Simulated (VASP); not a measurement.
# ZnS (P6_3mc) in VASP: further runs, part 2 of 2

VASP 6.6.1.

### 3 Single point, r2SCAN (18.40 Å³/atom)

This run uses another cell than the first one, of 18.40 Å³/atom.

File POSCAR:

```
ZnS
1.0
    3.7297685872      0.0000000000      0.0000000000
   -1.8648842936      3.2300743468      0.0000000000
    0.0000000000      0.0000000000     12.2199480010
Zn S
4 4
Direct
    0.0000000000      0.0000000000      0.0001861808
    0.0000000000      0.0000000000      0.5001861808
    0.3333333333      0.6666666667      0.2501205022
    0.6666666667      0.3333333333      0.7501205022
    0.0000000000      0.0000000000      0.1871756490
    0.0000000000      0.0000000000      0.6871756490
    0.3333333333      0.6666666667      0.4375176681
    0.6666666667      0.3333333333      0.9375176681
```

File INCAR.step1:

```
SYSTEM = ZnS
PREC = Accurate
ENCUT = 520
ISMEAR = 0
SIGMA = 0.02
LREAL = .False.
LASPH = .True.
NELM = 80
NBANDS = 46
GGA = PE
ALGO = Normal
EDIFF = 1E-4
LWAVE = .True.
LCHARG = .False.
```

File INCAR.step2:

```
SYSTEM = ZnS
PREC = Accurate
ENCUT = 520
EDIFF = 1E-6
ISMEAR = 0
SIGMA = 0.02
LREAL = .False.
LASPH = .True.
NELM = 80
ALGO = Normal
ISIF = 2
LWAVE = .False.
LCHARG = .True.
METAGGA = R2SCAN
LMIXTAU = .True.
LELF = .True.
LVHAR = .True.
NBANDS = 46
ISTART = 1
```

File KPOINTS:

```
regular mesh
0
Gamma
  6 6 2
  0 0 0
```

Potentials or basis: VASP PAW PBE potentials, release 64 (Zn, S).

Run with:

```sh
$ cat potpaw_PBE.64/Zn/POTCAR potpaw_PBE.64/S/POTCAR > POTCAR
$ cp INCAR.step1 INCAR
$ mpirun -np 1 vasp_std > vasp.out
$ cp INCAR.step2 INCAR
$ mpirun -np 1 vasp_std > vasp.out
```

OUTCAR:

```text
SYSTEM = ZnS
   PREC = Accurate
   ENCUT = 520
   EDIFF = 1E-6
   ISMEAR = 0
   LREAL = .False.
   LASPH = .True.
   NELM = 80
   ISIF = 2
   METAGGA = R2SCAN
   ISTART = 1

 ion  position               nearest neighbor table
   1  0.000  0.000  0.000-   5 2.29   8 2.29   8 2.29   8 2.29
   2  0.000  0.000  0.500-   6 2.29   7 2.29   7 2.29   7 2.29
   3  0.333  0.667  0.250-   5 2.29   5 2.29   5 2.29   7 2.29
   4  0.667  0.333  0.750-   6 2.29   6 2.29   6 2.29   8 2.29
   5  0.000  0.000  0.187-   1 2.29   3 2.29   3 2.29   3 2.29
   6  0.000  0.000  0.687-   2 2.29   4 2.29   4 2.29   4 2.29
   7  0.333  0.667  0.438-   2 2.29   2 2.29   2 2.29   3 2.29
   8  0.667  0.333  0.938-   1 2.29   1 2.29   1 2.29   4 2.29

  LATTYP: Found a hexagonal cell.
 ALAT       =     3.7297685872
 C/A-ratio  =     3.2763287360

  Lattice vectors:

 A1 = (   3.7297685872,   0.0000000000,   0.0000000000)
 A2 = (  -1.8648842936,   3.2300743468,   0.0000000000)
 A3 = (   0.0000000000,   0.0000000000,  12.2199480010)

Analysis of symmetry for initial positions (statically):
=====================================================================
 Subroutine PRICEL returns:
 Original cell was already a primitive cell.

 Routine SETGRP: Setting up the symmetry group for a
 hexagonal supercell.

 Subroutine GETGRP returns: Found 12 space group operations
 (whereof  6 operations were pure point group operations)
 out of a pool of 24 trial point group operations.

The static configuration has the point symmetry C_3v.
 The point group associated with its full space group is C_6v.

Analysis of symmetry for dynamics (positions and initial velocities):
=====================================================================
 Subroutine PRICEL returns:
 Original cell was already a primitive cell.

 Routine SETGRP: Setting up the symmetry group for a
 hexagonal supercell.

 Subroutine GETGRP returns: Found 12 space group operations
[... 130 lines left out ...]
   METAGGA = R2SCAN    functional components
   LHFCALC =     F    Hartree Fock is set to
   AEXX    =    0.0000 exact exchange contribution
   IVDW    =     0    specifies the selected vdW correction
   LEPSILON=     F    determine dielectric tensor
   LRPA    =     F    only Hartree local field effects (RPA)
 non-spin polarized calculation
 Gauss-broadening in eV      SIGMA  =   0.02
  energy-cutoff  :      520.00
  volume of cell :      147.22
 maximum number of plane-waves:      3990
 NGX is ok and might be reduce to    28
   NGX = 13   NGY = 13   NGZ = 45

 number of electron      72.0000001 magnetization

 Free energy of the ion-electron system (eV)
  ---------------------------------------------------
  ext. energy  EPLUGINS =         0.00000000
  ---------------------------------------------------
  free energy    TOTEN  =       -75.29862858 eV

  energy without entropy =      -75.29862858  energy(sigma->0) =      -75.29862858

 E-fermi :   2.6192     XC(G=0): -10.6376

 val. band max:        2.5258892937   @ k =   0.0000   0.0000   0.0000
 cond. band min:       5.5742027260   @ k =   0.0000   0.0000   0.0000
 fundamental gap:      3.0483134323
 Fermi energy:         2.6192199389

 k-point     1 :       0.0000    0.0000    0.0000
  band No.  band energies     occupation
      1     -11.6937      2.00000
      2     -11.2106      2.00000
      3     -11.1992      2.00000
      4     -10.6124      2.00000
      5      -4.2891      2.00000
      6      -4.2787      2.00000
[... 675 lines left out ...]
     45      10.7737      0.00000
     46      10.7737      0.00000

------------------------ aborting loop because EDIFF is reached ----------------------------------------

  FORCE on cell =-STRESS in cart. coord.  units (eV):
  Direction    XX          YY          ZZ          XY          YZ          ZX
  --------------------------------------------------------------------------------------
  -------------------------------------------------------------------------------------
  Total        5.1370885      5.1370885      5.1282489      0.0000000      0.0000000      0.0000000
  in kB       55.9067015     55.9067015     55.8105001      0.0000000      0.0000000      0.0000000
  external PRESSURE =      55.8746344 kB  Pullay stress =       0.0000000 kB

 VOLUME and BASIS-vectors are now :
 -----------------------------------------------------------------------------
  energy-cutoff  :      520.00
  volume of cell :      147.22
      direct lattice vectors                 reciprocal lattice vectors
     3.729768587  0.000000000  0.000000000     0.268113149  0.154795199  0.000000000
    -1.864884294  3.230074347  0.000000000     0.000000000  0.309590397  0.000000000
     0.000000000  0.000000000 12.219948001     0.000000000  0.000000000  0.081833409

 POSITION                                       TOTAL-FORCE (eV/Angst)
 -----------------------------------------------------------------------------------
      0.00000      0.00000      0.00228         0.000000     -0.000000      0.024992
      0.00000      0.00000      6.11225        -0.000000      0.000000      0.024992
     -0.00000      2.15338      3.05646         0.000000     -0.000000      0.010155
      1.86488      1.07669      9.16643        -0.000000      0.000000      0.010155
      0.00000      0.00000      2.28728        -0.000000      0.000000     -0.018315
      0.00000      0.00000      8.39725        -0.000000      0.000000     -0.018315
     -0.00000      2.15338      5.34644        -0.000000      0.000000     -0.016832
      1.86488      1.07669     11.45642        -0.000000      0.000000     -0.016832
 -----------------------------------------------------------------------------------
    total drift:                               -0.000001     -0.000001      0.110937

  FREE ENERGIE OF THE ION-ELECTRON SYSTEM (eV)
  ---------------------------------------------------
  free  energy   TOTEN  =       -75.2986285788 eV

  energy  without entropy=      -75.2986285788  energy(sigma->0) =      -75.29862858
```

OUTCAR.step1:

```text
SYSTEM = ZnS
   PREC = Accurate
   ENCUT = 520
   ISMEAR = 0
   LREAL = .False.
   LASPH = .True.
   NELM = 80
[... 920 lines left out ...]
      0.00000      0.00000      8.39725         0.000000      0.000000     -0.008087
     -0.00000      2.15338      5.34644        -0.000000     -0.000000     -0.004748
      1.86488      1.07669     11.45642         0.000000      0.000000     -0.004748
 -----------------------------------------------------------------------------------
    total drift:                               -0.000001     -0.000002      0.000052

  FREE ENERGIE OF THE ION-ELECTRON SYSTEM (eV)
  ---------------------------------------------------
  free  energy   TOTEN  =       -27.0569880133 eV

  energy  without entropy=      -27.0569880133  energy(sigma->0) =      -27.05698801
```

It took 3.9 min on 1 thread of Intel Xeon Platinum 8488C (Sapphire Rapids), shared host; peak memory 0.31 GiB.

Results:

| Property | Result |
| --- | --- |
| Free energy | -75.2986 eV |
| Pressure | 5.6 GPa |
| Largest force | 0.025 eV/Å |
| Band gap on the k mesh | 3.05 eV |

Forces on the atoms (eV/Å):
```
Zn   0.000  0.000  0.025
Zn   0.000  0.000  0.025
Zn   0.000  0.000  0.010
Zn   0.000  0.000  0.010
S    0.000  0.000 -0.018
S    0.000  0.000 -0.018
S    0.000  0.000 -0.017
S    0.000  0.000 -0.017
```

Levels at points of the mesh, in eV from the valence-band top:
```tsv
k point	band 34	band 35	band 36	band 37	band 38	band 39
(0.00, 0.00, 0.00)	-0.05	0.00	0.00	3.05	3.84	4.13
(0.50, 0.00, 0.00)	-1.81	-1.28	-1.00	3.67	3.74	4.17
(0.00, 0.00, 0.50)	-0.17	-0.17	-0.17	3.85	3.85	4.00
(0.50, 0.00, 0.50)	-1.72	-1.27	-1.27	4.04	4.04	4.56
```

Caveat: the cell stands under pressure; the PAW data sets were made with another functional, which shifts forces and pressure a little.

### 4 Single point, r2SCAN (18.99 Å³/atom)

This run uses another cell than the first one, of 18.99 Å³/atom.

File POSCAR:

```
ZnS
1.0
    3.7702622164      0.0000000000      0.0000000000
   -1.8851311082      3.2651428583      0.0000000000
    0.0000000000      0.0000000000     12.3405325179
Zn S
4 4
Direct
    0.0000000000      0.0000000000      0.0001143893
    0.0000000000      0.0000000000      0.5001143893
    0.3333333333      0.6666666667      0.2500706165
    0.6666666667      0.3333333333      0.7500706165
    0.0000000000      0.0000000000      0.1872361453
    0.0000000000      0.0000000000      0.6872361453
    0.3333333333      0.6666666667      0.4375788490
    0.6666666667      0.3333333333      0.9375788490
```

File INCAR.step1:

```
SYSTEM = ZnS
ALGO = Normal
EDIFF = 1E-4
ENCUT = 520
GGA = PE
ISMEAR = 0
LASPH = .TRUE.
LCHARG = .FALSE.
LREAL = .FALSE.
LWAVE = .TRUE.
NBANDS = 46
NELM = 80
PREC = Accurate
SIGMA = 0.02
```

File INCAR.step2:

```
SYSTEM = ZnS
ALGO = Normal
EDIFF = 1E-7
ENCUT = 520
ISIF = 2
ISMEAR = 0
ISTART = 1
LASPH = .TRUE.
LCHARG = .FALSE.
LMIXTAU = .TRUE.
LREAL = .FALSE.
LWAVE = .FALSE.
METAGGA = R2SCAN
NBANDS = 46
NELM = 80
PREC = Accurate
SIGMA = 0.02
```

File KPOINTS:

```
k-points
0
G
  6 6 2
  0 0 0
```

Run with:

```sh
$ cat potpaw_PBE.64/Zn/POTCAR potpaw_PBE.64/S/POTCAR > POTCAR
$ cp INCAR.step1 INCAR
$ mpirun -np 1 vasp_std > vasp.out
$ cp INCAR.step2 INCAR
$ mpirun -np 1 vasp_std > vasp.out
```

Run time: 4.2 min. Hardware: 1 thread of Intel Xeon Platinum 8488C (Sapphire Rapids), shared host; peak memory 0.32 GiB.

Results (log left out):

| Item | Value |
| --- | --- |
| Free energy | -75.4158 eV |
| Pressure | 2.6 GPa |
| Largest force | 0.021 eV/Å |
| Band gap on the k mesh | 2.90 eV |

Forces in eV/Å, atoms in the order of the input:
```
Zn   0.000  0.000  0.021
Zn   0.000  0.000  0.021
Zn   0.000  0.000 -0.007
Zn   0.000  0.000 -0.007
S    0.000  0.000 -0.008
S    0.000  0.000 -0.008
S    0.000  0.000 -0.006
S    0.000  0.000 -0.006
```

Levels at points of the mesh, in eV from the valence-band top:
| k point | band 33 | band 34 | band 35 | band 36 | band 37 | band 38 | band 39 | band 40 |
| --- | --- | --- | --- | --- | --- | --- | --- | --- |
| (0.00, 0.00, 0.00) | -0.50 | -0.04 | 0.00 | 0.00 | 2.90 | 3.78 | 4.04 | 4.30 |
| (0.50, 0.00, 0.00) | -1.74 | -1.72 | -1.21 | -0.95 | 3.71 | 3.76 | 4.17 | 4.77 |
| (0.00, 0.00, 0.50) | -0.16 | -0.16 | -0.16 | -0.16 | 3.71 | 3.71 | 3.93 | 3.93 |
| (0.50, 0.00, 0.50) | -1.63 | -1.63 | -1.20 | -1.20 | 4.07 | 4.07 | 4.53 | 4.53 |

Caveat: the PAW data sets were made with another functional, which shifts forces and pressure a little.

### 5 Single point, r2SCAN

Changes to POSCAR since step 4:

```diff
@@ -2,5 +2,5 @@
 1.0
-    3.7702622164      0.0000000000      0.0000000000
-   -1.8851311082      3.2651428583      0.0000000000
-    0.0000000000      0.0000000000     12.3405325179
+    3.8087369372      0.0000000000      0.0000000000
+   -1.9043684686      3.2984629439      0.0000000000
+    0.0000000000      0.0000000000     12.4664650170
 Zn S
```

File INCAR.step1:

```
PREC = Accurate ; ENCUT = 520
ISMEAR = 0 ; SIGMA = 0.02
LREAL = False ; LASPH = True
NELM = 60 ; NBANDS = 46
GGA = PE ; ALGO = Normal
EDIFF = 1E-4 ; LWAVE = True
LCHARG = False
```

File INCAR.step2:

```
PREC = Accurate ; ENCUT = 520
EDIFF = 1E-7 ; ISMEAR = 0
SIGMA = 0.02 ; LREAL = False
LASPH = True ; NELM = 60
ALGO = Normal ; ISIF = 2
LWAVE = False ; LCHARG = True
METAGGA = R2SCAN ; LMIXTAU = True
LELF = True ; LVHAR = True
NBANDS = 46 ; ISTART = 1
```

File KPOINTS:

```
Automatic mesh
0
Gamma
  6 6 2
```

Run with:

```sh
$ cat potpaw_PBE.64/Zn/POTCAR potpaw_PBE.64/S/POTCAR > POTCAR
$ cp INCAR.step1 INCAR
$ mpirun -np 1 vasp_std > vasp.out
$ cp INCAR.step2 INCAR
$ mpirun -np 1 vasp_std > vasp.out
```

Run time: 4.4 min. Hardware: 1 thread of Intel Xeon Platinum 8488C (Sapphire Rapids), shared host; peak memory 0.32 GiB.

Results (log left out):

| Quantity | Value |
| --- | --- |
| Free energy | -75.4514 eV |
| Pressure | 0.0 GPa |
| Largest force | 0.008 eV/Å |
| Band gap on the k mesh | 2.75 eV |

Forces on the atoms (eV/Å):
```
Zn   0.000  0.000 -0.006
Zn   0.000  0.000 -0.006
Zn   0.000  0.000 -0.008
Zn   0.000  0.000 -0.008
S    0.000  0.000  0.007
S    0.000  0.000  0.007
S    0.000  0.000  0.007
S    0.000  0.000  0.007
```

Levels at points of the mesh, in eV from the valence-band top:
```
           k point  band 32  band 33  band 34  band 35  band 36  band 37  band 38  band 39  band 40  band 41
(0.00, 0.00, 0.00)    -0.48    -0.48    -0.04     0.00     0.00     2.75     3.72     3.95     4.21     6.84
(0.50, 0.00, 0.00)    -1.66    -1.66    -1.64    -1.15    -0.91     3.74     3.76     4.17     4.77     5.34
(0.00, 0.00, 0.50)    -0.79    -0.15    -0.15    -0.15    -0.15     3.57     3.57     3.86     3.86     6.79
(0.50, 0.00, 0.50)    -2.13    -1.55    -1.55    -1.14    -1.14     4.09     4.09     4.50     4.50     5.09
```

Caveat: the PAW data sets were made with another functional, which shifts forces and pressure a little.

### 6 Single point, r2SCAN

POSCAR is that of step 5.

File INCAR.step1:

```
SYSTEM = ZnS
PREC = Accurate
ENCUT = 520
ISMEAR = 0
SIGMA = 0.02
LREAL = .False.
LASPH = .True.
NELM = 80
NBANDS = 46
GGA = PE
ALGO = Normal
EDIFF = 1E-4
LWAVE = .True.
LCHARG = .False.
```

File INCAR.step2:

```
SYSTEM = ZnS
PREC = Accurate
ENCUT = 520
EDIFF = 1E-7
ISMEAR = 0
SIGMA = 0.02
LREAL = .False.
LASPH = .True.
NELM = 80
ALGO = Normal
ISIF = 2
LWAVE = .False.
LCHARG = .False.
METAGGA = R2SCAN
LMIXTAU = .True.
NBANDS = 46
ISTART = 1
```

File KPOINTS:

```
Automatic mesh
0
Gamma
  6 6 2
  0 0 0
```

Potentials or basis: VASP PAW PBE potentials, release 64 (Zn, S).

Run with:

```sh
$ cat potpaw_PBE.64/Zn/POTCAR potpaw_PBE.64/S/POTCAR > POTCAR
$ cp INCAR.step1 INCAR
$ mpirun -np 1 vasp_std > vasp.out
$ cp INCAR.step2 INCAR
$ mpirun -np 1 vasp_std > vasp.out
```

Wall time 5.1 min (1 thread of Intel Xeon Platinum 8488C (Sapphire Rapids), shared host); peak memory 0.32 GiB.

Results (log left out):

```yaml
Free_energy: -75.4514 eV
Pressure: 0.0 GPa
Largest_force: 0.008 eV/Å
Band_gap_on_the_k_mesh: 2.75 eV
```

Forces on the atoms (eV/Å):
```
Zn   0.000  0.000 -0.006
Zn   0.000  0.000 -0.006
Zn   0.000  0.000 -0.008
Zn   0.000  0.000 -0.008
S    0.000  0.000  0.007
S    0.000  0.000  0.007
S    0.000  0.000  0.007
S    0.000  0.000  0.007
```

Levels at points of the mesh, in eV from the valence-band top:
```csv
k point,band 32,band 33,band 34,band 35,band 36,band 37,band 38,band 39,band 40,band 41
"(0.00, 0.00, 0.00)",-0.48,-0.48,-0.04,0.00,0.00,2.75,3.72,3.95,4.21,6.84
"(0.50, 0.00, 0.00)",-1.66,-1.66,-1.64,-1.15,-0.91,3.74,3.76,4.17,4.77,5.34
"(0.00, 0.00, 0.50)",-0.79,-0.15,-0.15,-0.15,-0.15,3.57,3.57,3.86,3.86,6.79
"(0.50, 0.00, 0.50)",-2.13,-1.55,-1.55,-1.14,-1.14,4.09,4.09,4.50,4.50,5.09
```

Caveat: the PAW data sets were made with another functional, which shifts forces and pressure a little.

### 7 Summary

```csv
cell,gap on the mesh (eV),pressure (GPa),largest force (eV/Å)
"a = 3.809, b = 3.809, c = 12.466 Å, angles 90.0, 90.0, 120.0°, 8 atoms",2.75,0.0,0.01
"a = 3.730, b = 3.730, c = 12.220 Å, angles 90.0, 90.0, 120.0°, 8 atoms",3.05,5.6,0.02
"a = 3.770, b = 3.770, c = 12.341 Å, angles 90.0, 90.0, 120.0°, 8 atoms",2.90,2.6,0.02
```

Alike in all rows: task single point; level r2SCAN; potentials or basis VASP PAW PBE potentials, release 64 (Zn, S); no spin polarisation; k mesh 6 × 6 × 2; cutoff (eV) 520; smearing gaussian 0.02 eV.

Caveats: the PAW data sets were made with another functional, which shifts forces and pressure a little; the cell stands under pressure (at least some runs).

Total energies depend on the potentials used, so only differences within one code and one set of settings carry meaning.

### 8 How close it comes

Step 2. Measured gap of ZnS: 3.911 eV (direct; 4 K; a printed reference work, monograph). This calculation gives 2.75 eV (-1.16 eV). The value is that of r2SCAN, without temperature or zero-point motion.

Step 5. Against the measured gap of ZnS, 3.911 eV (direct; 4 K; a printed reference work, monograph), the calculated 2.75 eV is off by -1.16 eV. The value is that of r2SCAN, without temperature or zero-point motion.

Step 6. A measured gap of ZnS is 3.911 eV (direct; 4 K; a printed reference work, monograph); the calculated 2.75 eV misses it by -1.16 eV. The value is that of r2SCAN, without temperature or zero-point motion.
